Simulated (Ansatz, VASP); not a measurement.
# Ge in VASP and in Ansatz

```
Ge
1.0
     0.00000    2.90554    2.90554
     2.90554    0.00000    2.90554
     2.90554    2.90554    0.00000
Ge
2
Direct
  0.50000 0.50000 0.50000
  0.75000 0.75000 0.75000
```

Alike in both runs: functional revPBE; k mesh 5 × 5 × 5; occupations fermi-dirac, width 0.05 eV; no spin polarisation.

Ansatz relaxed the structure, and its values are those at the end. VASP's run is a single point on that final structure, the one shown.

|  | VASP | Ansatz |
| --- | --- | --- |
| version | VASP 6.6.1 | Ansatz 0.2.0 |
| potentials or method | VASP PAW PBE potentials, release 64 (Ge_d) | plane waves (420 eV) with PAW, scalar-relativistic |
| plane-wave cutoff (eV) | 520 | 420 |
| valence electrons in the cell | 28 | 28 |

Ansatz gave:

- pressure (GPa): 0.0

Question: Estimate VASP's values.

Answer: Pressure (GPa): -0.1.

Caveats: the k mesh is coarse (spacing up to 0.37 Å⁻¹), so the values aren't converged; the PAW data sets were made with another functional, which shifts forces and pressure a little (VASP).
